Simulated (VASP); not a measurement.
# CaB2 (R-3m) in VASP: a series of runs

The runs below take CaB2 through single point, with PBE.

Everything below comes from runs of VASP 6.6.1. Logs are shortened: lines on timing, memory, paths and dates and some standing lists are left out, and cuts for length are marked.

## (1) The undisturbed crystal

Symmetry: R-3m, No. 166, trigonal system. The conventional cell has a = 3.463 Å, b = 3.463 Å, c = 16.330 Å, α = 90.00°, β = 90.00°, γ = 120.00°. Ca (site symmetry -3m) has 6 B at 2.77 Å as nearest neighbours. Around B (site symmetry 3m) lie 1 B at 1.60 Å.

The cell was built by a generator and needn't be a form met in nature.

## (2) Single point, PBE, 18.84 Å³/atom (strain = -0.04)

INCAR reads:

```
PREC     = Accurate       # precision mode
ENCUT    = 520            # plane-wave cutoff, eV
EDIFF    = 1E-6           # SCF threshold, eV
ISMEAR   = -1             # smearing method
SIGMA    = 0.05           # smearing width, eV
LREAL    = F              # projectors in reciprocal space
LASPH    = T              # aspherical terms in the spheres
NELM     = 60             # most SCF steps
ALGO     = Fast           # electronic algorithm
ISIF     = 2              # what is computed and relaxed
LWAVE    = F              # write WAVECAR
LCHARG   = F              # write CHGCAR
GGA      = PE             # functional
```

KPOINTS reads:

```
Automatic mesh
0
Gamma
  9 9 9
```

POSCAR reads:

```
CaB2
1.0
    1.7114866000      0.9650404000      5.4434900000
   -1.7514734000      1.0342996000      5.4434900000
    0.0399868000     -1.9993400000      5.4434900000
Ca B
1 2
Direct
    0.0000000000      0.0000000000      0.0000000000
    0.4511200000      0.4511200000      0.4511200000
    0.5488800000      0.5488800000      0.5488800000
```

Potentials or basis: VASP PAW PBE potentials, release 64 (Ca_sv, B).

Command:

```console
cat potpaw_PBE.64/Ca_sv/POTCAR potpaw_PBE.64/B/POTCAR > POTCAR
mpirun -np 1 vasp_std > vasp.out
```

OUTCAR:

```text
PREC = Accurate
   ENCUT = 520
   EDIFF = 1E-6
   ISMEAR = -1
   LREAL = F
   LASPH = T
   NELM = 60
   ISIF = 2
   GGA = PE

 ion  position               nearest neighbor table
   1  0.000  0.000  0.000-
   2  0.451  0.451  0.451-   3 1.60
   3  0.549  0.549  0.549-   2 1.60

  LATTYP: Found a triclinic cell.
 ALAT       =     3.4636525228
 B/A-ratio  =     1.0171659076
 C/A-ratio  =     1.6708470499
 COS(alpha) =     0.0067916510
 COS(beta)  =     0.2923413108
 COS(gamma) =     0.5256046687

  Lattice vectors:

 A1 = (  -3.4629600000,   0.0692592000,   0.0000000000)
 A2 = (  -1.7914602000,   3.0336396000,   0.0000000000)
 A3 = (  -1.7114866000,  -0.9650404000,  -5.4434900000)

Analysis of symmetry for initial positions (statically):
=====================================================================
 Subroutine PRICEL returns:
 Original cell was already a primitive cell.

 Routine SETGRP: Setting up the symmetry group for a
 triclinic supercell.

 Subroutine GETGRP returns: Found  2 space group operations
 (whereof  2 operations were pure point group operations)
 out of a pool of  2 trial point group operations.

The static configuration has the point symmetry S_2 .

Analysis of symmetry for dynamics (positions and initial velocities):
=====================================================================
 Subroutine PRICEL returns:
 Original cell was already a primitive cell.

 Routine SETGRP: Setting up the symmetry group for a
 triclinic supercell.

 Subroutine GETGRP returns: Found  2 space group operations
 (whereof  2 operations were pure point group operations)
 out of a pool of  2 trial point group operations.

The dynamic configuration has the point symmetry S_2 .

 Subroutine INISYM returns: Found  2 space group operations
 (whereof  2 operations are pure point group operations),
 and found     1 'primitive' translations

----------------------------------------------------------------------------------------

                                     Primitive cell

  volume of cell :      56.5105

  direct lattice vectors                    reciprocal lattice vectors
     1.711486600  0.965040400  5.443490000     0.292221623  0.172566117  0.061235225
    -1.751473400  1.034299600  5.443490000    -0.285550087  0.161010683  0.061235225
     0.039986800 -1.999340000  5.443490000    -0.006671536 -0.333576800  0.061235225

  length of vectors
     5.787233600  5.811111607  5.799184663     0.344851119  0.333486199  0.339216367

  position of ions in fractional coordinates (direct lattice)
     0.000000000  0.000000000  0.000000000
     0.451120000  0.451120000  0.451120000
     0.548880000  0.548880000  0.548880000

  ion indices of the primitive-cell ions
   primitive index   ion index
                 1           1
                 2           2
                 3           3

----------------------------------------------------------------------------------------

 KPOINTS: Automatic mesh

Automatic generation of k-mesh.
 Grid dimensions read from file:
 generate k-points for:    9    9    9

 Generating k-lattice:

  Cartesian coordinates                     Fractional coordinates (reciprocal lattice)
     0.032469069  0.019174013  0.006803914     0.111111111 -0.000000000  0.000000000
    -0.031727787  0.017890076  0.006803914     0.000000000  0.111111111  0.000000000
    -0.000741282 -0.037064089  0.006803914     0.000000000  0.000000000  0.111111111

  Length of vectors
     0.038316791  0.037054022  0.037690707

  Shift w.r.t. Gamma in fractional coordinates (k-lattice)
     0.000000000  0.000000000  0.000000000

 Subroutine IBZKPT returns following result:
 ===========================================

 Found    365 irreducible k-points:

 Following reciprocal coordinates:
            Coordinates               Weight
  0.000000  0.000000  0.000000      1.000000
  0.111111 -0.000000  0.000000      2.000000
  0.222222  0.000000 -0.000000      2.000000
  0.333333  0.000000 -0.000000      2.000000
  0.444444  0.000000 -0.000000      2.000000
  0.000000  0.111111 -0.000000      2.000000
[... 16 lines left out ...]
 -0.111111  0.222222 -0.000000      2.000000
  0.000000  0.333333  0.000000      2.000000
 [... further k-points ...]
   k-points           NKPTS =    365   k-points in BZ     NKDIM =    365   number of bands    NBANDS=     12
   number of dos      NEDOS =    301   number of ions     NIONS =      3
   total plane-waves  NPLWV = 110592
   dimension x,y,z NGX =    48 NGY =   48 NGZ =   48
   dimension x,y,z NGXF=    96 NGYF=   96 NGZF=   96
   ions per type =               1   2
   NGX,Y,Z   is equivalent  to a cutoff of  13.79, 13.73, 13.76 a.u.
   NGXF,Y,Z  is equivalent  to a cutoff of  27.58, 27.46, 27.52 a.u.
 SYSTEM =  unknown system
   PREC   = accura    normal or accurate (medium, high low for compatibility)
   ISTART =      0    job   : 0-new  1-cont  2-samecut
   ICHARG =      2    charge: 1-file 2-atom 10-const
   ISPIN  =      1    spin polarized calculation?
   LNONCOLLINEAR =      F non collinear calculations
   LSORBIT =      F    spin-orbit coupling
   LASPH  =      T    aspherical Exc in radial PAW
   ENCUT  =  520.0 eV  38.22 Ry    6.18 a.u.  10.76 10.80 10.78*2*pi/ulx,y,z
   NELM   =     60;   NELMIN=  2; NELMDL= -5     # of ELM steps
   EDIFF  = 0.1E-05   stopping-criterion for ELM
   LREAL  =      F    real-space projection
   EDIFFG = 0.1E-04   stopping-criterion for IOM
   NSW    =      0    number of steps for IOM
   IBRION =     -1    ionic relax: 0-MD 1-quasi-New 2-CG
   NFREE  =      0    steps in history (QN), initial steepest desc. (CG)
   ISIF   =      2    stress and relaxation
   ISYM   =      2    0-nonsym 1-usesym 2-fastsym
   POTIM  = 0.5000    time-step for ionic-motion
   TEBEG  =    0.0;   TEEND  =   0.0 temperature during run
   PSTRESS=    0.0 pullay stress
   NELECT =      16.0000    total number of electrons
   NUPDOWN=      -1.0000    fix difference up-down
   EMIN   =  10.00;   EMAX   =-10.00  energy-range for DOS
   EFERMI =   0.00;   METHOD = LEGACY
   ISMEAR =    -1;   SIGMA  =   0.05  broadening in eV -4-tet -1-fermi 0-gaus
   EFERMI_NEDOS =   21; number of points for ismear=-14 and -15
   IALGO  =     68    algorithm
   IMIX   =      4    mixing-type and parameters
     AMIX     =   0.40;   BMIX     =  1.00
     AMIX_MAG =   1.60;   BMIX_MAG =  1.00
  volume/ion in A,a.u.               =      18.84       127.12
  Fermi-wavevector in a.u.,A,eV,Ry     =   1.074992  2.031440 15.722992  1.155607
  Thomas-Fermi vector in A             =   2.210836
   LORBIT       =      0    0 simple, 1 ext, 2 COOP (PROOUT), +10 PAW based schemes
   GGA     = PE    functional components
   LHFCALC =     F    Hartree Fock is set to
   AEXX    =    0.0000 exact exchange contribution
   IVDW    =     0    specifies the selected vdW correction
   LEPSILON=     F    determine dielectric tensor
   LRPA    =     F    only Hartree local field effects (RPA)
 non-spin polarized calculation
 RMM-DIIS sequential band-by-band and
  energy-cutoff  :      520.00
  volume of cell :       56.51
 maximum number of plane-waves:      1547
 NGX is ok and might be reduce to    48
   NGX = 21   NGY = 21   NGZ = 21

 number of electron      16.0000000 magnetization

 Free energy of the ion-electron system (eV)
  ---------------------------------------------------
  ext. energy  EPLUGINS =         0.00000000
  ---------------------------------------------------
  free energy    TOTEN  =       -11.82367315 eV

  energy without entropy =      -11.81509903  energy(sigma->0) =      -11.81938609

 E-fermi :   1.7736     XC(G=0):  -8.9893

 val. band max:        1.7717309146   @ k =   0.2222   0.4444   0.0000
 cond. band min:       1.7736834711   @ k =   0.1111  -0.1111   0.3333
 fundamental gap:      0.0019525565
 Fermi energy:         1.7736114160

 k-point     1 :       0.0000    0.0000    0.0000
  band No.  band energies     occupation
      1     -38.2996      2.00000
      2     -19.3570      2.00000
      3     -19.1736      2.00000
      4     -19.1620      2.00000
      5      -6.7727      2.00000
      6      -1.4447      2.00000
      7      -0.9618      2.00000
      8       3.7519      0.00000
      9       3.9662      0.00000
     10       4.8991      0.00000
     11       4.9621      0.00000
     12       5.3258      0.00000

 k-point     2 :       0.1111   -0.0000    0.0000
  band No.  band energies     occupation
      1     -38.2936      2.00000
      2     -19.3479      2.00000
      3     -19.2117      2.00000
      4     -19.1843      2.00000
      5      -6.6243      2.00000
      6      -1.4640      2.00000
      7      -0.7111      2.00000
      8       3.2288      0.00000
      9       3.5267      0.00000
     10       4.8556      0.00000
     11       5.1677      0.00000
     12       5.2909      0.00000

 k-point     3 :       0.2222    0.0000   -0.0000
  band No.  band energies     occupation
      1     -38.2784      2.00000
      2     -19.3370      2.00000
      3     -19.3207      2.00000
      4     -19.2138      2.00000
      5      -6.2082      2.00000
      6      -1.3979      2.00000
      7      -0.2155      2.00000
      8       2.0121      0.01683
      9       3.0177      0.00000
     10       4.1413      0.00000
     11       5.5518      0.00000
     12       5.6184      0.00000
[... 286 lines left out ...]
 k-point    23 :      -0.1111    0.2222   -0.0000
  band No.  band energies     occupation
      1     -38.2712      2.00000
      2     -19.4000      2.00000
      3     -19.3116      2.00000
      4     -19.2283      2.00000
      5      -5.9121      2.00000
      6      -1.1790      2.00000
      7      -0.1745      2.00000
      8       1.2937      1.99986
      9       2.7646      0.00000
     10       3.6956      0.00000
     11       5.2145      0.00000
     12       6.0617      0.00000

 k-point    24 :       0.0000    0.3333    0.0000
  band No.  band energies     occupation
      1     -38.2681      2.00000
      2     -19.4463      2.00000
      3     -19.3064      2.00000
      4     -19.2168      2.00000
      5      -5.7243      2.00000
      6      -1.3266      2.00000
      7      -0.2119      2.00000
      8       1.1087      2.00000
      9       2.9257      0.00000
     10       3.6012      0.00000
     11       4.9496      0.00000
     12       6.4918      0.00000

 [... further k-points ...]

------------------------ aborting loop because EDIFF is reached ----------------------------------------

  FORCE on cell =-STRESS in cart. coord.  units (eV):
  Direction    XX          YY          ZZ          XY          YZ          ZX
  --------------------------------------------------------------------------------------
  -------------------------------------------------------------------------------------
  Total        0.0112496      0.0227672      0.0640369      0.2228081     -0.0090343     -0.2516527
  in kB        0.3189460      0.6454920      1.8155642      6.3170234     -0.2561380     -7.1348210
  external PRESSURE =       0.9266674 kB  Pullay stress =       0.0000000 kB

 VOLUME and BASIS-vectors are now :
 -----------------------------------------------------------------------------
  energy-cutoff  :      520.00
  volume of cell :       56.51
      direct lattice vectors                 reciprocal lattice vectors
     1.711486600  0.965040400  5.443490000     0.292221623  0.172566117  0.061235225
    -1.751473400  1.034299600  5.443490000    -0.285550087  0.161010683  0.061235225
     0.039986800 -1.999340000  5.443490000    -0.006671536 -0.333576800  0.061235225

 POSITION                                       TOTAL-FORCE (eV/Angst)
 -----------------------------------------------------------------------------------
      0.00000      0.00000      0.00000         0.000000     -0.000000      0.000000
     -0.00000      0.00000      7.36700        -0.054776     -0.003886     -0.013472
     -0.00000      0.00000      8.96347         0.054776      0.003886      0.013472
 -----------------------------------------------------------------------------------
    total drift:                               -0.000000      0.000000      0.000000

  FREE ENERGIE OF THE ION-ELECTRON SYSTEM (eV)
  ---------------------------------------------------
  free  energy   TOTEN  =       -11.8236731482 eV

  energy  without entropy=      -11.8150990331  energy(sigma->0) =      -11.81938609
```

Wall time 18 min (1 thread of Intel Xeon Platinum 8488C (Sapphire Rapids), shared host); peak memory 0.53 GiB.

What came out:

```
Free energy            : -11.8237 eV
Pressure               : 0.1 GPa
Largest force          : 0.057 eV/Å
Band gap on the k mesh : none (metal or under the smearing width)
```

## (3) Single point, PBE, 18.84 Å³/atom (strain = -0.02)

INCAR is that of step 2.

KPOINTS is that of step 2.

POSCAR reads:

```
CaB2
1.0
    1.7214833000      0.9823552000      5.4434900000
   -1.7414767000      1.0169848000      5.4434900000
    0.0199934000     -1.9993400000      5.4434900000
Ca B
1 2
Direct
    0.0000000000      0.0000000000      0.0000000000
    0.4511200000      0.4511200000      0.4511200000
    0.5488800000      0.5488800000      0.5488800000
```

Potentials or basis: VASP PAW PBE potentials, release 64 (Ca_sv, B).

Command:

```console
cat potpaw_PBE.64/Ca_sv/POTCAR potpaw_PBE.64/B/POTCAR > POTCAR
mpirun -np 1 vasp_std > vasp.out
```

Wall time 17 min (1 thread of Intel Xeon Platinum 8488C (Sapphire Rapids), shared host); peak memory 0.53 GiB.

The run converged. Its results:

* Free energy: -11.8271 eV
* Pressure: 0.1 GPa
* Largest force: 0.031 eV/Å
* Band gap on the k mesh: none (metal or under the smearing width)

## (4) For comparison

An earlier run on the cell as given: functional PBE; potentials or basis VASP PAW PBE potentials, release 64 (Ca_sv, B); cutoff 520 eV; k mesh 9 × 9 × 9; occupations fermi-dirac, width 0.05 eV; no spin polarisation.

- Pressure: 0.1 GPa
- Largest force: 0.016 eV/Å
- Band gap on the k mesh: none (metal or under the smearing width)
